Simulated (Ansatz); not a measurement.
# ScAl3: the cost of one run

Computed with Ansatz 0.2.0 (DFT PBE, scalar-relativistic, plane waves, PAW, unless a step's input says otherwise).

1 further run of the same task is left out (set aside as unsound or not needed).

### Step 1. The starting structure

It takes space group Pm-3m (No. 221, cubic). The conventional cell has a = 4.105 Å, b = 4.105 Å, c = 4.105 Å, α = 90.00°, β = 90.00°, γ = 90.00°. Around Sc (site symmetry m-3m) lie 12 Al at 2.90 Å. Al (site symmetry 4/mmm) has 4 Sc at 2.90 Å and 8 Al at 2.90 Å as nearest neighbours.

Structure file:

```cif
data_structure
_symmetry_space_group_name_H-M 'P 1'
_symmetry_Int_Tables_number 1
_cell_length_a 4.1053
_cell_length_b 4.1053
_cell_length_c 4.1053
_cell_angle_alpha 90.000
_cell_angle_beta 90.000
_cell_angle_gamma 90.000
_cell_volume 69.19
loop_
_atom_site_label
_atom_site_type_symbol
_atom_site_fract_x
_atom_site_fract_y
_atom_site_fract_z
_atom_site_occupancy
Sc1 Sc 0.00000 0.00000 0.00000 1
Al1 Al 0.50000 0.00000 0.50000 1
Al2 Al 0.00000 0.50000 0.50000 1
Al3 Al 0.50000 0.50000 0.00000 1
```

It goes back to an entry of the Materials Project.

This cell was relaxed beforehand with the same method: volume 17.30 Å³/atom, gap on the mesh none (metal).

### Step 2. Bands, states and charges

input.yaml reads:

```yaml
crystal:
  lattice:
    - [4.1053305961, 0.0, 0.0]
    - [0.0, 4.1053305961, 0.0]
    - [0.0, 0.0, 4.1053305961]
  atoms:
    - { symbol: Sc, position: [0.0, 0.0, 0.0] }
    - { symbol: Al, position: [0.5, 0.0, 0.5] }
    - { symbol: Al, position: [0.0, 0.5, 0.5] }
    - { symbol: Al, position: [0.5, 0.5, 0.0] }
basis:
  ecutwfc: 420
kpoints:
  mp_grid: { grid: [10, 10, 10] }
  band_path:
    path:
      - [[0.0, 0.0, 0.0], [0.0, 0.5, 0.0], [0.5, 0.5, 0.0], [0.0, 0.0, 0.0], [0.5, 0.5, 0.5], [0.0, 0.5, 0.0]]
      - [[0.5, 0.5, 0.5], [0.5, 0.5, 0.0]]
    npoints: 14
hamiltonian:
  xc: pbe
scf:
  occupations: { method: gaussian, width: 0.1 }
  n_extra_bands: 10
output:
  forces: true
  stress: true
  eigenvalues: true
  populations: true
  dos: { projected: true, de: 0.02, nscf_kmesh: { grid: [15, 15, 15] } }
  bader: true
  write_density: true
  write_potential: true
  elf: true
  volumetric_format: npy
```

On the command line:

```bash
$ ansatz run input.yaml --threads 1 --pin off --max-ram 2560MiB --backend cpu --events-out ev --progress --plain --runs-dir out
```

Q: Estimate wall time and peak memory on 1 thread of Intel Xeon 6975P-C (Granite Rapids), shared host.

About 30 s, with a peak of 0.4 GiB.
